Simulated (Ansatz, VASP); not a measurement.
**One calculation of Cd, two programs**

```
Cd
1.0
     2.97887    0.00000    0.00000
    -1.48944    2.57978    0.00000
     0.00000    0.00000    5.61765
Cd
2
Direct
  0.66667 0.33333 0.75000
  0.33333 0.66667 0.25000
```

Alike in both runs: task relaxation of cell and atoms; functional PBEsol; k mesh 10 × 10 × 5; occupations fermi-dirac, width 0.05 eV; no spin polarisation.

|  | VASP | Ansatz |
| --- | --- | --- |
| version | VASP 6.6.1 | Ansatz 0.2.0 |
| potentials or method | VASP PAW PBE potentials, release 64 (Cd), cutoff 600 eV | all-electron LAPW, scalar-relativistic |

VASP gave:

* relaxed volume (Å³/atom): 21.01
* relaxed cell length with the largest relative difference (Å): 2.967
* energy change over the relaxation (meV/atom): -3

Question: What did Ansatz give for the same quantities?

Answer: Relaxed volume (Å³/atom): 20.93; relaxed cell length with the largest relative difference (Å): 2.962; energy change over the relaxation (meV/atom): -4.

Ansatz ran all-electron here, so the differences hold the error of VASP's frozen core and of both bases.

Caveats: the PAW data sets were made with another functional, which shifts forces and pressure a little (VASP).
